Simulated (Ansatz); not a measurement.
The system is CdS.

```
Cd S
1.0
     0.00000    2.75324    2.75324
     2.75324    0.00000    2.75324
     2.75324    2.75324    0.00000
Cd S
1 1
Direct
  0.00000 0.00000 0.00000
  0.50000 0.50000 0.50000
```

Measurements of this composition are mostly on another form, of space group No. 186.

| Quantity | Value |
| --- | --- |
| Program | Ansatz 0.2.0 |
| Task | relaxation of cell and atoms |
| Functional | PBEsol |
| Dispersion | D4 |
| Potentials or basis | Ansatz PAW |
| Cutoff | 420 eV (not typed: the program's choice for these potentials) |
| k mesh | 8 × 8 × 8 |
| Occupations | fermi-dirac, width 0.05 eV |
| Spin | no spin polarisation |

At the start: volume 20.87 Å³/atom.

**Question.** How do energy, volume and symmetry change on relaxing?

**Answer.** It ends after 6 steps and the volume is 19.24 Å³/atom (-7.8 %); space group Fm-3m (No. 225, to 0.05 Å).

Step by step:
```
step  energy change (eV)  largest force (eV/Å)  volume (Å³)
   1              0.0000                0.0000        41.74
   2             -0.0412                0.0000        36.69
   3             -0.0656                0.0000        38.77
   4             -0.0663                0.0000        38.51
   5             -0.0663                0.0000        38.48
   6             -0.0657                0.0000        38.48
```

Final structure:
```
CELL_PARAMETERS angstrom
0.00000 2.67962 2.67962
2.67962 0.00000 2.67962
2.67962 2.67962 0.00000
ATOMIC_POSITIONS crystal
Cd 0.00000 0.00000 0.00000
S 0.50000 0.50000 0.50000
```

Caveat: the plane-wave basis is chosen anew once the cell has moved, so the energies of steps on either side of that aren't comparable; the PAW data sets come from PBE, with cores solved anew for the run's functional, which leaves a small shift of forces and pressure.
